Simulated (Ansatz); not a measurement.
BaSr3Ti4O12: Electric field gradients

The cell is a Materials Project structure (computed, not necessarily an observed phase), taken as it stands.

```cif
data_BaSr3Ti4O12
_symmetry_space_group_name_H-M 'P4/mmm'
_symmetry_Int_Tables_number 123
_cell_length_a 3.9684
_cell_length_b 3.9684
_cell_length_c 15.8764
_cell_angle_alpha 90.000
_cell_angle_beta 90.000
_cell_angle_gamma 90.000
loop_
_atom_site_label
_atom_site_type_symbol
_atom_site_symmetry_multiplicity
_atom_site_Wyckoff_symbol
_atom_site_fract_x
_atom_site_fract_y
_atom_site_fract_z
Ba Ba 1 a 0.0000 0.0000 0.0000
Sr2 Sr 2 g 0.0000 0.0000 0.2509
Sr3 Sr 1 b 0.0000 0.0000 0.5000
Ti5 Ti 2 h 0.5000 0.5000 0.1282
Ti6 Ti 2 h 0.5000 0.5000 0.3754
O9 O 4 i 0.0000 0.5000 0.1297
O10 O 4 i 0.0000 0.5000 0.3752
O13 O 1 c 0.5000 0.5000 0.0000
O14 O 2 h 0.5000 0.5000 0.2514
O15 O 1 d 0.5000 0.5000 0.5000
```

One atom of each set is listed.

All values are calculated (Ansatz; DFT, LDA, plane waves and PAW (field gradients read without the response of the frozen cores, which leaves them typically 4 to 6 % off), scalar-relativistic, 420 eV cutoff, Γ-centred 6×6×2 k-points, Fermi–Dirac smearing 0.02 eV), not measured.

V_zz is the principal component of the electric field gradient with the largest magnitude, η = (V_xx − V_yy)/V_zz and C_Q = eQV_zz/h.

135Ba: I = 3/2, Q = 153.0 mb; 87Sr: I = 9/2, Q = 305.0 mb; 49Ti: I = 7/2, Q = 247.0 mb; O-17: I = 5/2, Q = -25.58 mb. Quadrupole moments are those of Pyykkö's year-2017 table.

Q: What field gradients does the calculation give at each kind of site?

A: 

| site | atoms | first shell | V_zz (10²¹ V/m²) | η | C_Q (MHz) |
| --- | --- | --- | --- | --- | --- |
| Ba | 1 | 12 O at 2.81–2.86 Å | 1.13 | 0.00 | 4.18 |
| Sr2 | 2 | 12 O at 2.76–2.81 Å | -0.23 | 0.00 | -1.69 |
| Sr3 | 1 | 12 O at 2.80–2.81 Å | -0.050 | 0.00 | -0.371 |
| Ti5 | 2 | 6 O at 1.96–2.03 Å | 0.42 | 0.00 | 2.53 |
| Ti6 | 2 | 6 O at 1.97–1.98 Å | -0.44 | 0.00 | -2.63 |
| O9 | 4 | 2 Ti at 1.98 Å, angle 179°; also 2 Sr at 2.76 Å, 2 Ba at 2.86 Å | 1.75 | 0.07 | -1.08 |
| O10 | 4 | 2 Ti at 1.98 Å, angle 180°; also 4 Sr at 2.80 Å | 1.52 | 0.07 | -0.939 |
| O13 | 1 | 2 Ti at 2.03 Å, angle 180°; also 4 Ba at 2.81 Å | 2.37 | 0.00 | -1.47 |
| O14 | 2 | 2 Ti at 1.96–1.97 Å, angle 180°; also 4 Sr at 2.81 Å | 1.53 | 0.00 | -0.948 |
| O15 | 1 | 2 Ti at 1.98 Å, angle 180°; also 4 Sr at 2.81 Å | 1.31 | 0.00 | -0.811 |

An axis of threefold or higher order runs through Ba, Sr2, Sr3, Ti5, Ti6 and O13 and others, so V_zz lies along it and η is zero. At O9 and O10 V_zz points along the line of its two bonds (within 1°) in each case.

At this cell the LDA pressure is -12 GPa, so with LDA the cell would shrink if it were relaxed. Without spin–orbit coupling (the program notes it for Ba and Sr) the gradients are little affected as a rule: paired runs on crystals with a gap mostly move them by under 2 % at such atoms.
